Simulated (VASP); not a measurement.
**VASP 6.6.1 run: SrO**

INCAR

```
LWAVE = .FALSE.
ISIF = 2
ADDGRID = .TRUE.
SIGMA = 0.05
ENCUT = 520
LREAL = .FALSE.
NSW = 0
PREC = Accurate
GGA = PE
EDIFF = 1E-7
ISMEAR = 1
LCHARG = .FALSE.
LASPH = .TRUE.
NELM = 120
NBANDS = 15
IBRION = -1
```

KPOINTS

```
KPOINTS created by Atomic Simulation Environment
0
Gamma
8 8 8
0 0 0
```

POSCAR

```
Sr O
 1.0000000000000000
     0.0000000000000000    2.5798923258751905    2.5798923258751905
     2.5798923258751905    0.0000000000000000    2.5798923258751905
     2.5798923258751905    2.5798923258751905    0.0000000000000000
 Sr  O
   1   1
Cartesian
 -0.0000000000000000 -0.0000000000000000 -0.0000000000000000
  2.5798923258751905  2.5798923258751905  2.5798923258751905
```

The recommended PBE PAW datasets give the neutral cell 16 valence electrons.

Command

```
mpirun -np 1 vasp_std
```

OSZICAR

```
N       E                     dE             d eps       ncg     rms          rms(c)
DAV:   1     0.662382343810E+02    0.66238E+02   -0.84635E+03   870   0.104E+03
DAV:   2    -0.111128482507E+02   -0.77351E+02   -0.71374E+02  1180   0.221E+02
DAV:   3    -0.141870269780E+02   -0.30742E+01   -0.30570E+01  1127   0.388E+01
DAV:   4    -0.142472209629E+02   -0.60194E-01   -0.60184E-01  1097   0.528E+00
DAV:   5    -0.142487895006E+02   -0.15685E-02   -0.15685E-02  1062   0.651E-01    0.162E+01
DAV:   6    -0.121991935768E+02    0.20496E+01   -0.66957E+00   884   0.194E+01    0.190E+01
DAV:   7    -0.120567126806E+02    0.14248E+00   -0.30342E-01  1010   0.488E+00    0.110E+01
DAV:   8    -0.120459365732E+02    0.10776E-01   -0.11919E-01  1087   0.345E+00    0.416E-01
DAV:   9    -0.120472693074E+02   -0.13327E-02   -0.58825E-03  1120   0.485E-01    0.233E-01
DAV:  10    -0.120477275387E+02   -0.45823E-03   -0.43897E-04   975   0.197E-01    0.866E-02
DAV:  11    -0.120478753689E+02   -0.14783E-03   -0.14808E-04   926   0.899E-02    0.274E-02
DAV:  12    -0.120478939338E+02   -0.18565E-04   -0.27892E-05   933   0.387E-02    0.231E-02
DAV:  13    -0.120478939105E+02    0.23324E-07   -0.15853E-06   940   0.110E-02    0.333E-03
DAV:  14    -0.120478936303E+02    0.28024E-06   -0.13931E-07  1118   0.282E-03    0.225E-03
DAV:  15    -0.120478936239E+02    0.63862E-08   -0.84535E-09   505   0.879E-04
   1 F= -.12047894E+02 E0= -.12047905E+02  d E =0.354787E-04
```

From OUTCAR

```
k-points           NKPTS =     29   k-points in BZ     NKDIM =     29   number of bands    NBANDS=     15

   NELECT =      16.0000    total number of electrons

   dimension x,y,z NGX =    28 NGY =   28 NGZ =   28
   dimension x,y,z NGXF=    56 NGYF=   56 NGZF=   56

  energy-cutoff  :      520.00
  volume of cell :       34.34
      direct lattice vectors                 reciprocal lattice vectors
     0.000000000  2.579892326  2.579892326    -0.193806538  0.193806538  0.193806538
     2.579892326  0.000000000  2.579892326     0.193806538 -0.193806538  0.193806538
     2.579892326  2.579892326  0.000000000     0.193806538  0.193806538 -0.193806538

 k-points in reciprocal lattice and weights: KPOINTS created by Atomic Simulation Env
   0.00000000  0.00000000  0.00000000       0.002
   0.12500000  0.00000000  0.00000000       0.016
   0.25000000  0.00000000  0.00000000       0.016
   0.37500000  0.00000000  0.00000000       0.016
   0.50000000  0.00000000  0.00000000       0.008
   0.12500000  0.12500000  0.00000000       0.012
   0.25000000  0.12500000  0.00000000       0.047
   0.37500000  0.12500000  0.00000000       0.047
   ...

 E-fermi :   1.6531

 k-point     1 :       0.0000    0.0000    0.0000
  band No.  band energies     occupation
      1     -30.8107      2.00000
      2     -13.4626      2.00000
      3     -12.4592      2.00000
      4     -12.4592      2.00000
      5     -12.4592      2.00000
      6       1.6148      1.96129
      7       1.6148      1.96128
      8       1.6148      1.96128
      9       5.5242      0.00000
     10       7.8024      0.00000
     11       7.8024      0.00000
     12       7.8024      0.00000
     13       9.9463      0.00000
     14       9.9463      0.00000
     15      14.2756      0.00000

 k-point     2 :       0.1250    0.0000    0.0000
  band No.  band energies     occupation
      1     -30.7917      2.00000
      2     -13.8314      2.00000
      3     -12.4712      2.00000
      4     -12.4712      2.00000
      5     -12.1372      2.00000
      6       1.1653      2.00000
      7       1.4215      2.00000
      8       1.4215      2.00000
      9       6.2178      0.00000
     10       7.6543      0.00000
     11       8.1044      0.00000
     12       8.1044      0.00000
     13      10.3465      0.00000
     14      10.3465      0.00000
     15      15.2590      0.00000

 k-point     3 :       0.2500    0.0000    0.0000
  band No.  band energies     occupation
      1     -30.7454      2.00000
      2     -14.3969      2.00000
      3     -12.4996      2.00000
      4     -12.4996      2.00000
      5     -11.6859      2.00000
      6       0.3479      2.00000
      7       1.0036      2.00000
      8       1.0036      2.00000
      9       7.5617      0.00000
     10       7.7712      0.00000
     11       8.9233      0.00000
     12       8.9233      0.00000
     13      11.3481      0.00000
     14      11.3481      0.00000
     15      17.2121      0.00000

 ...

  Total        0.5057738      0.5057738      0.5057738     -0.0000000      0.0000000     -0.0000000
  in kB       23.5956601     23.5956601     23.5956601     -0.0000000      0.0000000     -0.0000000
  external PRESSURE =      23.5956601 kB  Pullay stress =       0.0000000 kB

 POSITION                                       TOTAL-FORCE (eV/Angst)
 -----------------------------------------------------------------------------------
      0.00000      0.00000      0.00000         0.000000      0.000000      0.000000
      2.57989      2.57989      2.57989        -0.000000     -0.000000     -0.000000
 -----------------------------------------------------------------------------------
    total drift:                                0.000000      0.000000      0.000000

  FREE ENERGIE OF THE ION-ELECTRON SYSTEM (eV)
  ---------------------------------------------------
  free  energy   TOTEN  =       -12.0478936239 eV

  energy  without entropy=      -12.0479291026  energy(sigma->0) =      -12.04790545
```

It converged. Results: gap between bands v and c on the k mesh 3.27 eV; least direct gap on the k mesh 3.37 eV; pressure 2.4 GPa. Band v is the last that the valence electrons fill when counted band by band, and c is the next.

For comparison, a separate PBE run of the intended cell, on usual settings and not on those above, gives a gap of 3.27 eV on its mesh and a pressure of 2.4 GPa.

The run above took about 19 s on one core of a shared host (Intel Xeon Platinum 8488C) and held 0.26 GiB at most.
